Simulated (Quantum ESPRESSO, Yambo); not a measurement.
# Excitons of CdTe (F-43m) on ever denser meshes, part 3 of 4

Aim: follow the lowest exciton of CdTe (F-43m) as the mesh is refined.

Quantum ESPRESSO 7.5 and Yambo 5.3.0; PBE and many-body steps on it, plane waves. Known limits of the many-body steps: not at the basis limit; no spin-orbit coupling; coarse k mesh; bindings not settled in the k mesh.

So far. Step 8 (Triplet (no exchange term)): The lowest triplet lies at 1.434 eV; without spin-orbit coupling triplets are dark, so no spectrum is read. Step 9 (Empty states on the mesh, 6×6×6 mesh, 37 bands): On this mesh the gap is 0.770 eV.

## 11. k mesh (6×6×6)

This step: Bethe-Salpeter equation on PBE with a scissors shift, plane waves, norm-conserving pseudopotentials.

Contents of bse6.in:

```
optics
bss
bse
em1s
dipoles
rim_cut
RandQpts= 1000000
RandGvec= 1 RL
Chimod= "HARTREE"
BSKmod= "SEX"
BSEmod= "resonant"
BSSmod= "d"
BSENGexx= 20 Ry
BSENGBlk= 4 Ry
% BSEQptR
 1 | 1 |
%
% BSEBands
 20 | 23 |
%
% BEnRange
 0 | 4 | eV
%
% BDmRange
 0.1 | 0.1 | eV
%
BEnSteps= 81
% BLongDir
 1 | 0 | 0 |
%
% BndsRnXs
 14 | 37 |
%
NGsBlkXs= 4 Ry
% LongDrXs
 1 | 1 | 1 |
%
% KfnQP_E
 0.763 | 1.0 | 1.0 |
%
WRbsWF
FFTGvecs= 42 Ry
```

On the command line:

```console
$ OMP_NUM_THREADS=1 mpirun -n 8 yambo -F bse6.in -J bse6 -C bse6 > bse6.log
```

Output:

```text
 Yambo, version 5.3.0

 [02] CORE Variables Setup
 =========================

  [... cell, symmetries and grids as in the set-up ...]

  [02.05] Energies & Occupations
  ==============================

  [X] === General ===
  [X] Electronic Temperature                        :  0.000000  0.000000 [eV K]
  [X] Bosonic    Temperature                        :  0.000000  0.000000 [eV K]
  [X] Finite Temperature mode                       : no
  [X] El. density                                   :  0.64683E+24 [cm-3]
  [X] Fermi Level                                   :  8.269564 [eV]

  [X] === Gaps and Widths ===
  [X] Conduction Band Min                           :  0.770491 [eV]
  [X] Valence Band Max                              :  0.000000 [eV]
  [X] Filled Bands                                  :  22
  [X] Empty Bands                                   :   23   37
  [X] Direct Gap                                    :  0.770491 [eV]
  [X] Direct Gap localized at k                     :  1
  [X] Indirect Gap                                  :  0.770491 [eV]
  [X] Indirect Gap between kpts                     :  1  1
  [X] Last valence band width                       :  2.116177 [eV]
  [X] 1st conduction band width                     :  2.948735 [eV]

 [03] Transferred momenta grid and indexing
 ==========================================

 [BZ sampling] Q-grid is User defined and/or read from the database

 IBZ Q-points                                      :  16
 BZ  Q-points                                      :  216

 K/Q-points units:
 rlu = crystal or reduced units; cc = cartesian coordinates; iku = interal k-units

 Q [ 1]         [rlu]:  0.000000  0.000000  0.000000
 Q [ 2]         [rlu]: -0.71869E-18 -0.71869E-18  0.16667
[...]
Xo (REDUX) :      2.1146s P8 ( 16 calls,   0.132 msec avg) [MAX]      0.0408s P1 ( 16 calls,   2.548 msec avg) [min]
                                     io_fragment :      0.1082s P1 (128 calls,   0.845 msec avg) [MAX]      0.0945s P4 (104 calls,   0.908 msec avg) [min]
                                       FFT_setup :      0.1021s P4 ( 41 calls,   2.490 msec avg) [MAX]      0.0965s P5 ( 40 calls,   2.413 msec avg) [min]
                            X T_space Kernel sum :      0.4087s P4 (136 calls,   3.005 msec avg) [MAX]      0.1011s P2 (136 calls,   0.743 msec avg) [min]
                                     WF_load_FFT :      0.1285s P3 ( 33 calls,   3.895 msec avg) [MAX]      0.1239s P8 ( 32 calls,   3.873 msec avg) [min]
                                           io_WF :      0.1340s P3 (126 calls,   1.063 msec avg) [MAX]      0.1266s P5 (122 calls,   1.037 msec avg) [min]
                                T_space EXX Osc. :      0.1778s P4 ( 23 calls,   7.730 msec avg) [MAX]      0.1644s P5 ( 22 calls,   7.473 msec avg) [min]
                                  DIPOLE_g_space :      0.3963s P1 [MAX]      0.3430s P8 [min]
                               T_space CORR Osc. :      0.5740s P8 ( 64 calls,   8.968 msec avg) [MAX]      0.3755s P2 ( 68 calls,   5.522 msec avg) [min]
              PARALLEL_HERMITIAN_diagonalization :      0.5263s P5 [MAX]      0.5253s P4 [min]
                                  LINEAR ALGEBRA :      0.5578s P2 ( 17 calls,  32.811 msec avg) [MAX]      0.5478s P5 [min]
                                    Diago Solver :      0.5759s P1 [MAX]      0.5626s P5 [min]
                                             RIM :      0.5727s P5 [MAX]      0.5719s P7 [min]
                                X T_space Kernel :      1.2114s P4 [MAX]      0.8261s P2 [min]
                                         Dipoles :      1.4268s P5 [MAX]      1.4268s P6 [min]
                                  Xo (procedure) :      6.8037s P1 ( 16 calls,   0.425 sec avg) [MAX]      4.7882s P8 ( 16 calls,   0.299 sec avg) [min]

 [11] Game Over & Game summary
```

It took 12 s on 8 MPI ranks of Arm Neoverse V1, shared host; peak memory 2.3 GiB.

This step gave:

```yaml
transitions_in_the_window: 648
direct_gap_of_the_transition_levels: 1.533 eV
lowest_state: 1.419 eV
first_strong_exciton_over_a_fiftieth_of_the_strongest_listed: 1.419 eV
binding_of_the_lowest_state_below_the_direct_gap: 0.1141 eV
coulomb_term_of_one_mesh_cell: 0.1335 eV
```

The binding is 0.86 times the screened Coulomb term of one mesh cell (0.13 eV), so it is not shown settled.

The lowest state lies at 1.419 eV, 0.114 eV under the direct gap.

Field along x; broadening 0.1 eV; transition window only. Limits: finite bands, cutoff and mesh; no spin-orbit coupling; exciton not shown settled in the k mesh. The ε₂ by photon energy; read off at these points:

| photon energy (eV) | BSE | no electron-hole interaction |
| --- | --- | --- |
| 0.00 | 0.177 | 0.137 |
| 0.15 | 0.211 | 0.160 |
| 0.30 | 0.256 | 0.191 |
| 0.40 | 0.297 | 0.217 |
| 0.55 | 0.383 | 0.271 |
| 0.70 | 0.522 | 0.354 |
| 0.85 | 0.771 | 0.490 |
| 0.95 | 1.07 | 0.638 |
| 1.10 | 2.07 | 1.06 |
| 1.25 | 5.70 | 2.19 |
| 1.40 | 20.8 | 6.83 |
| 1.50 | 13.3 | 16.9 |
| 1.65 | 3.72 | 8.08 |
| 1.80 | 1.80 | 2.55 |
| 1.95 | 1.30 | 1.34 |
| 2.05 | 1.24 | 1.06 |
| 2.20 | 1.44 | 0.936 |
| 2.35 | 2.21 | 1.05 |
| 2.50 | 4.99 | 1.53 |
| 2.60 | 11.7 | 2.37 |
| 2.70 | 20.1 | 4.62 |
| 2.75 | 15.4 | 7.13 |
| 2.90 | 6.48 | 11.3 |
| 3.05 | 11.1 | 4.85 |
| 3.15 | 19.8 | 5.85 |
| 3.30 | 7.43 | 15.7 |
| 3.45 | 4.30 | 7.65 |
| 3.60 | 8.09 | 4.25 |
| 3.65 | 9.44 | 4.71 |
| 3.70 | 7.96 | 6.05 |
| 3.85 | 3.68 | 7.84 |
| 4.00 | 4.00 | 3.46 |

## 12. Triplet (no exchange term)

bse7.in, as its differences from bse6.in of step 11:

```diff
@@ -12,3 +12,3 @@
 BSSmod= "d"
-BSENGexx= 20 Ry
+BSENGexx= 1 RL
 BSENGBlk= 4 Ry
```

On the command line:

```console
$ OMP_NUM_THREADS=1 mpirun -n 8 yambo -F bse7.in -J bse7,bse6_W -C bse7 > bse7.log
```

Output:

```text
 Yambo, version 5.3.0

 [02] CORE Variables Setup
 =========================

  [... cell, symmetries and grids as in the set-up ...]

  [02.05] Energies & Occupations
  ==============================

  [X] === General ===
  [X] Electronic Temperature                        :  0.000000  0.000000 [eV K]
  [X] Bosonic    Temperature                        :  0.000000  0.000000 [eV K]
  [X] Finite Temperature mode                       : no
  [X] El. density                                   :  0.64683E+24 [cm-3]
[...]
T_space CORR Osc. :      0.5702s P8 ( 64 calls,   8.909 msec avg) [MAX]      0.3700s P2 ( 68 calls,   5.441 msec avg) [min]
      PARALLEL_HERMITIAN_diagonalization :      0.5277s P5 [MAX]      0.5267s P4 [min]
                          LINEAR ALGEBRA :      0.5486s P7 [MAX]      0.5479s P1 [min]
                            Diago Solver :      0.5765s P1 [MAX]      0.5639s P8 [min]
                        X T_space Kernel :      1.0606s P4 [MAX]      0.6741s P2 [min]

 [11] Game Over & Game summary
[key lines of the parts left out:]
Dipoles :      0.0036s P1 [MAX]      0.0034s P6 [min]
```

Wall time 2.6 s (8 MPI ranks); peak memory 2.3 GiB.

The lowest triplet lies at 1.415 eV; without spin-orbit coupling triplets are dark, so no spectrum is read.

## 13. Empty states on the mesh, 8×8×8 mesh, 37 bands

This step: Quantum ESPRESSO 7.5; DFT, PBE, plane waves, norm-conserving pseudopotentials.

Contents of pw.in:

```
&control
  calculation = 'nscf'
  prefix = 'x'
  outdir = 'o'
  pseudo_dir = 'pseudo'
/
&system
  ibrav = 0
  nat = 2
  ntyp = 2
  ecutwfc = 94.0
  nbnd = 37
  force_symmorphic = .true.
/
&electrons
  conv_thr = 1e-9
  electron_maxstep = 80
  diago_full_acc = .true.
  diago_thr_init = 5e-6
/
ATOMIC_SPECIES
  Cd 112.41 Cd.upf
  Te 127.6 Te.upf
CELL_PARAMETERS angstrom
  0.0000000000 3.2400000000 3.2400000000
  3.2400000000 0.0000000000 3.2400000000
  3.2400000000 3.2400000000 0.0000000000
ATOMIC_POSITIONS crystal
  Cd 0.0000000000 0.0000000000 0.0000000000
  Te 0.2500000000 0.2500000000 0.2500000000
K_POINTS automatic
  8 8 8 0 0 0
```

On the command line:

```console
$ OMP_NUM_THREADS=1 mpirun -n 8 pw.x -nk 4 -in pw.in > pw.out
```

Output:

```text
[banner, memory and clock lines left out]
Program PWSCF v.7.5 starts

     Atomic positions and unit cell read from directory:
     o/x.save/

     Message from routine setup:
     using ibrav=0 with symmetry is DISCOURAGED, use correct ibrav instead

     bravais-lattice index     =            0
     lattice parameter (alat)  =       8.6588  a.u.
     unit-cell volume          =     459.0517 (a.u.)^3
     number of atoms/cell      =            2
     number of atomic types    =            2
     number of electrons       =        44.00
[...]
21.8625  26.1233  26.1233  27.3021  27.3561

          k = 0.1768 0.1768-0.1768 (  7075 PWs)   bands (ev):

  -150.4559-100.4824-100.4824-100.4824 -93.9054 -54.9602 -54.9602 -54.9602
[...]
0.1875   0.2484   0.2484   5.5482   7.8419   7.8419  10.2628  13.4402
    13.4402  13.6394  16.5615  16.7696  16.7696  19.1607  21.4491  21.4491
    23.8590  23.8590  23.9007  24.4772  27.5736

          k = 0.2652 0.2652-0.2652 (  7081 PWs)   bands (ev):

     [... further k-points ...]

     highest occupied, lowest unoccupied level (ev):     8.2696    9.0401

     XML data file, pseudopotentials, collected wavefunctions
```

The job ended after 8 s (8 MPI ranks; peak memory 0.48 GiB; 64 s of CPU time).

This step gave:

| Item | Value |
| --- | --- |
| gap | 0.7705 eV |
| k of the valence top | 0, 0, 0 |
| k of the conduction bottom | 0, 0, 0 |
| least direct gap | 0.7705 eV |
| k points computed | 29 |
| lowest point of the top converged band, above the valence top | 16.06 eV |

On this mesh the gap is 0.770 eV.

## 14. Conversion and set-up

This step: Yambo 5.3.0; conversion and set-up on PBE, plane waves, norm-conserving pseudopotentials.

On the command line:

```console
$ (cd o/x.save; p2y > p2y.log; mv SAVE ../..); yambo > setup.log
```

Output:

```text
 Yambo, version 5.3.0

 [02] CORE Variables Setup
 =========================

  [02.01] Unit cells
  ==================

  Cell kind             :  FCC
  Atoms in the cell     :  Cd  Te
  number of Cd atoms    :  1
  number of Te atoms    :  1

  List of atomic masses
  Mass of Cd    :  112.4100
  Mass of Te    :  127.6000

  List of atomic coordinates    : [cc]
  Cd1       :  0.000000  0.000000  0.000000  order 1
  Te1       :  3.061356  3.061356  3.061356  order 2

  Alat factors          :  6.122713  6.122713  6.122713 [a.u.]
  Direct lattice volume :  459.0517 [a.u.]
[...]
Q [ 1]         [rlu]:  0.000000  0.000000  0.000000
 Q [ 2]         [rlu]: -0.35654E-17 -0.35654E-17  0.12500
 Q [ 3]         [rlu]: -0.71308E-17 -0.71308E-17  0.25000
[...]
Q [ 8]         [rlu]: -0.34178E-16  0.12500      0.37500
 Q [ 9]         [rlu]:  0.70048E-18  0.12500      0.50000
 Q [10]         [rlu]:  0.68355E-16  0.12500     -0.37500
     [... 17 further rows ...]
 Q [28]         [rlu]:  0.125000 -0.500000 -0.375000
 Q [29]         [rlu]:  0.250000 -0.500000 -0.250000

  [03.01] X indexes
  =================

   [03.01.01] Sigma indexes
   ========================

 [06] Game Over & Game summary
```

The job ended after 4.9 s (1 MPI rank; peak memory 0.27 GiB).

## 15. k mesh (8×8×8)

This step: Bethe-Salpeter equation on PBE with a scissors shift, plane waves, norm-conserving pseudopotentials.

bse9.in, as its differences from bse7.in of step 12:

```diff
@@ -12,3 +12,3 @@
 BSSmod= "d"
-BSENGexx= 1 RL
+BSENGexx= 20 Ry
 BSENGBlk= 4 Ry
```

On the command line:

```console
$ OMP_NUM_THREADS=1 mpirun -n 8 yambo -F bse9.in -J bse9 -C bse9 > bse9.log
```

Output:

```text
 Yambo, version 5.3.0

 [02] CORE Variables Setup
 =========================

  [... cell, symmetries and grids as in the set-up ...]

  [02.05] Energies & Occupations
  ==============================

  [X] === General ===
  [X] Electronic Temperature                        :  0.000000  0.000000 [eV K]
  [X] Bosonic    Temperature                        :  0.000000  0.000000 [eV K]
  [X] Finite Temperature mode                       : no
  [X] El. density                                   :  0.64683E+24 [cm-3]
[...]
==========================================================

   [BSE] Exchange components :   725
   [BSE] Correlation components :    65   385

    [08.01.05.01] Screened interaction header I/O
    =============================================

    [08.01.05.02] Main kernel loop
    ==============================

    [08.01.05.03] Wave-Function Phases
    ==================================

    [BSE] WF phases found       :  75.75431 [o/o]

   [08.01.06] BSE solver(s) @q1
   ============================

   [SLK-Digonalization]  Pools        :  2
   [SLK-Digonalization]  BLACS grid   :  2  2

   [08.01.07] Diago Solver @q1
   ===========================

 [11] Game Over & Game summary
```

Elapsed: 46 s, on 8 MPI ranks; peak memory 2.8 GiB.

Numbers from this step:

- transitions in the window: 1536
- direct gap of the transition levels: 1.533 eV
- lowest state: 1.421 eV
- first strong exciton (over a fiftieth of the strongest listed): 1.421 eV
- binding of the lowest state below the direct gap: 0.1126 eV
- Coulomb term of one mesh cell: 0.1303 eV

The binding is 0.86 times the screened Coulomb term of one mesh cell (0.13 eV), so it is not shown settled.

The lowest state lies at 1.421 eV, 0.113 eV under the direct gap.

## 16. Triplet (no exchange term)

bse10.in, as its differences from bse9.in of step 15:

```diff
@@ -12,3 +12,3 @@
 BSSmod= "d"
-BSENGexx= 20 Ry
+BSENGexx= 1 RL
 BSENGBlk= 4 Ry
```

On the command line:

```console
$ OMP_NUM_THREADS=1 mpirun -n 8 yambo -F bse10.in -J bse10,bse9_W -C bse10 > bse10.log
```

Output:

```text
 Yambo, version 5.3.0

 [02] CORE Variables Setup
 =========================

  [... cell, symmetries and grids as in the set-up ...]

  [02.05] Energies & Occupations
  ==============================

  [X] === General ===
  [X] Electronic Temperature                        :  0.000000  0.000000 [eV K]
  [X] Bosonic    Temperature                        :  0.000000  0.000000 [eV K]
  [X] Finite Temperature mode                       : no
  [X] El. density                                   :  0.64683E+24 [cm-3]
[...]
=========================================

  [WARNING] [r,Vnl^pseudo] included in position and velocity dipoles.

  [WARNING] In case H contains other non local terms, these are neglected

 [07] Static Dielectric Matrix
 =============================

    [08.01.05.02] Main kernel loop
    ==============================

    [08.01.05.03] Wave-Function Phases
    ==================================

    [BSE] WF phases found       :  75.75431 [o/o]

   [08.01.06] BSE solver(s) @q1
   ============================

   [SLK-Digonalization]  Pools        :  2
   [SLK-Digonalization]  BLACS grid   :  2  2

   [08.01.07] Diago Solver @q1
   ===========================

 [11] Game Over & Game summary
```

It took 12 s on 8 MPI ranks; peak memory 2.8 GiB.

The lowest triplet lies at 1.419 eV; without spin-orbit coupling triplets are dark, so no spectrum is read.

## 17. Empty states on the mesh, 10×10×10 mesh, 37 bands

This step: Quantum ESPRESSO 7.5; DFT, PBE, plane waves, norm-conserving pseudopotentials.

pw.in: that of step 13 with these lines changed.

```diff
@@ -31,2 +31,2 @@
 K_POINTS automatic
-  8 8 8 0 0 0
+  10 10 10 0 0 0
```

On the command line:

```console
$ OMP_NUM_THREADS=1 mpirun -n 8 pw.x -nk 4 -in pw.in > pw.out
```

Output:

```text
[banner, memory and clock lines left out]
Program PWSCF v.7.5 starts

     Atomic positions and unit cell read from directory:
     o/x.save/

     Message from routine setup:
     using ibrav=0 with symmetry is DISCOURAGED, use correct ibrav instead

     bravais-lattice index     =            0
     lattice parameter (alat)  =       8.6588  a.u.
     unit-cell volume          =     459.0517 (a.u.)^3
     number of atoms/cell      =            2
     number of atomic types    =            2
     number of electrons       =        44.00
[...]
21.5287  26.5098  26.5098  27.3268  27.8959

          k = 0.1414 0.1414-0.1414 (  7087 PWs)   bands (ev):

  -150.4559-100.4824-100.4824-100.4824 -93.9054 -54.9602 -54.9602 -54.9602
[...]
0.1117   0.2477   0.2477   6.1307   7.9630   7.9630  10.2223  13.2056
    13.3254  13.3254  16.7128  16.7341  16.7341  18.3886  20.6828  20.6828
    23.0560  24.7831  24.7831  25.5284  27.4751

          k = 0.2121 0.2121-0.2121 (  7078 PWs)   bands (ev):

     [... further k-points ...]

     highest occupied, lowest unoccupied level (ev):     8.2696    9.0401

     XML data file, pseudopotentials, collected wavefunctions
```

Elapsed: 12 s, on 8 MPI ranks; peak memory 0.48 GiB; 93 s of CPU time.

This step gave:

```
gap                                                           : 0.7705 eV
k of the valence top                                          : 0, 0, 0
k of the conduction bottom                                    : 0, 0, 0
least direct gap                                              : 0.7705 eV
k points computed                                             : 47
lowest point of the top converged band, above the valence top : 16.06 eV
```

On this mesh the gap is 0.770 eV.

## 18. Conversion and set-up

This step: Yambo 5.3.0; conversion and set-up on PBE, plane waves, norm-conserving pseudopotentials.

On the command line:

```console
$ (cd o/x.save; p2y > p2y.log; mv SAVE ../..); yambo > setup.log
```

Output:

```text
 Yambo, version 5.3.0

 [02] CORE Variables Setup
 =========================

  [02.01] Unit cells
  ==================

  Cell kind             :  FCC
  Atoms in the cell     :  Cd  Te
  number of Cd atoms    :  1
  number of Te atoms    :  1

  List of atomic masses
  Mass of Cd    :  112.4100
  Mass of Te    :  127.6000

  List of atomic coordinates    : [cc]
  Cd1       :  0.000000  0.000000  0.000000  order 1
  Te1       :  3.061356  3.061356  3.061356  order 2

  Alat factors          :  6.122713  6.122713  6.122713 [a.u.]
  Direct lattice volume :  459.0517 [a.u.]
[...]
Q [ 1]         [rlu]:  0.000000  0.000000  0.000000
 Q [ 2]         [rlu]: -0.26042E-17 -0.26042E-17  0.10000
 Q [ 3]         [rlu]: -0.59173E-17 -0.59173E-17  0.20000
[...]
Q [ 8]         [rlu]: -0.29587E-17  0.10000      0.20000
 Q [ 9]         [rlu]: -0.59173E-17  0.10000      0.30000
 Q [10]         [rlu]: -0.65721E-17  0.10000      0.40000
     [... 35 further rows ...]
 Q [46]         [rlu]:  0.200000  0.400000 -0.300000
 Q [47]         [rlu]:  0.200000 -0.500000 -0.300000

  [03.01] X indexes
  =================

   [03.01.01] Sigma indexes
   ========================

 [06] Game Over & Game summary
```

Run time: 6.1 s. Hardware: 1 MPI rank; peak memory 0.28 GiB.

[end of part 3 of 4]

[Paths, hosts, dates, memory and timing lines, banners, echoed tables and standing remarks are left out of the program output.]

[Logs are printed without paths, hosts, clocks, repeated set-up lines and the standing remarks that a program may print on its own settings, such as how far it seeks lower states.]

[Runs of the session that timed out or met a known fault of the program may be left out.]

[Hosts, paths, dates, database ids (printed as entryN), source tags and the programs' standing remarks are cut or masked in the printed files.]
